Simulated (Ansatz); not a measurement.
Si2Ni:

```
CELL_PARAMETERS angstrom
0.00000 2.70300 2.70300
2.70300 0.00000 2.70300
2.70300 2.70300 0.00000
ATOMIC_POSITIONS crystal
Ni 0.00000 0.00000 0.00000
Si 0.75000 0.75000 0.75000
Si 0.25000 0.25000 0.25000
```

Alike in all runs: program Ansatz 0.2.0; functional PBE; potentials or basis Ansatz PAW; cutoff 420 eV (not typed: the program's choice for these potentials); k mesh 7 × 7 × 7; occupations fermi-dirac, width 0.05 eV.

Problem. Only the start or the spin constraint differs. Which run ends lowest in energy?
A. collinear spin, ferromagnetic start of up to 1.2 μB; fixed moment 1.2
B. collinear spin, ferromagnetic start of up to 0.8 μB; fixed moment 0.8
C. collinear spin, program default start; fixed moment 0
D. collinear spin, ferromagnetic start of up to 1 μB; fixed moment 1
E. collinear spin, ferromagnetic start of up to 0.5 μB; fixed moment 0.5
F. collinear spin, ferromagnetic start of up to 0.2 μB; fixed moment 0.2

Solution. C.

| start | free energy over the lowest (meV/atom) | net moment (μB) | site or absolute moments (μB) | gap |
| --- | --- | --- | --- | --- |
| collinear spin, ferromagnetic start of up to 1.2 μB; fixed moment 1.2 | 247.5 | 1.20 | Ni +0.51; Si +0.17 | - |
| collinear spin, program default start; fixed moment 0 | 0.0 | 0.00 | - | - |
| collinear spin, ferromagnetic start of up to 2 μB; fixed moment 2 | 614.9 | 2.00 | Ni +0.77; Si +0.28 | - |
| collinear spin, ferromagnetic start of up to 0.8 μB; fixed moment 0.8 | 118.1 | 0.80 | Ni +0.35; Si +0.11 | - |
| collinear spin, ferromagnetic start of up to 1.5 μB; fixed moment 1.5 | 371.5 | 1.50 | Ni +0.61; Si +0.21 | - |
| collinear spin, ferromagnetic start of up to 1 μB; fixed moment 1 | 179.1 | 1.00 | Ni +0.42; Si +0.14 | - |
| collinear spin, ferromagnetic start of up to 0.5 μB; fixed moment 0.5 | 49.9 | 0.50 | Ni +0.25; Si +0.07 | - |
| collinear spin, ferromagnetic start of up to 0.2 μB; fixed moment 0.2 | 9.6 | 0.20 | Ni +0.12; Si +0.03 | - |

All polarised runs hold their moment fixed, so the table maps the energy against it. A still lower state may exist.

Caveats: the total moment is fixed, so each spin has its own Fermi level.
